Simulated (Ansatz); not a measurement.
SnSe2, CdI2 type, relaxed with r2SCAN+rVV10. It is trigonal, P-3m1 (No. 164); a = 3.825 Å, c = 6.227 Å in the conventional setting, 26.30 Å³ an atom. Sn has 6 Se at 2.71 Å; Se has 3 Sn at 2.71 Å.

```
Sn Se
1.0
     3.82515    0.00000    0.00000
    -1.91257    3.31268    0.00000
     0.00000    0.00000    6.22708
Sn Se
1 2
Direct
  0.00000 0.00000 0.00000
  0.33333 0.66667 0.25308
  0.66667 0.33333 0.74692
```

3 runs of Ansatz 0.2.0 on this cell differ in the functional (and in the settings that go with it). Levels are in eV from each run's valence top; v1 is the last filled band, c1 the first empty one.

Run A, mean stress 0.0 GPa (compression positive):

| point | v5 | v3 | v1 | c1 | c2 | c3 |
| --- | --- | --- | --- | --- | --- | --- |
| Γ | -0.61 | -0.28 | -0.15 | 2.39 | 4.56 | 6.30 |
| M | -4.78 | -2.72 | -0.27 | 2.46 | 5.29 | 6.90 |
| K | -3.92 | -3.57 | -1.71 | 2.63 | 8.15 | 8.15 |
| A | -2.36 | -0.73 | -0.11 | 3.94 | 4.48 | 6.00 |

Run B, mean stress +0.1 GPa (compression positive):

| point | v5 | v3 | v1 | c1 | c2 | c3 |
| --- | --- | --- | --- | --- | --- | --- |
| Γ | -0.60 | -0.28 | -0.14 | 1.78 | 3.90 | 5.59 |
| M | -4.71 | -2.68 | -0.26 | 1.79 | 4.62 | 6.20 |
| K | -3.85 | -3.51 | -1.66 | 1.96 | 7.42 | 7.42 |
| A | -2.29 | -0.71 | -0.11 | 3.26 | 3.82 | 5.31 |

Run C, mean stress +0.9 GPa (compression positive):

| point | v5 | v3 | v1 | c1 | c2 | c3 |
| --- | --- | --- | --- | --- | --- | --- |
| Γ | -0.59 | -0.31 | -0.11 | 1.44 | 3.58 | 5.06 |
| M | -4.41 | -2.54 | -0.28 | 1.41 | 4.27 | 5.78 |
| K | -3.60 | -3.31 | -1.55 | 1.52 | 6.88 | 6.88 |
| A | -2.12 | -0.69 | -0.15 | 2.82 | 3.52 | 4.80 |

Task: Match the runs to r2SCAN, HSE06, PBE0.

Result: A is PBE0, B is HSE06, C is r2SCAN. In order of the gap: r2SCAN 0.92, HSE06 1.30, PBE0 1.95 eV.

No spin polarisation and no zero-point or thermal motion.

No spin-orbit coupling is included; it can move band edges with weight on the heavy atoms by tenths of an eV.

The program warns that its thresholds are loose for a hybrid's stress.

The meshes of the hybrids are coarse, so their gaps aren't converged to the digits shown.
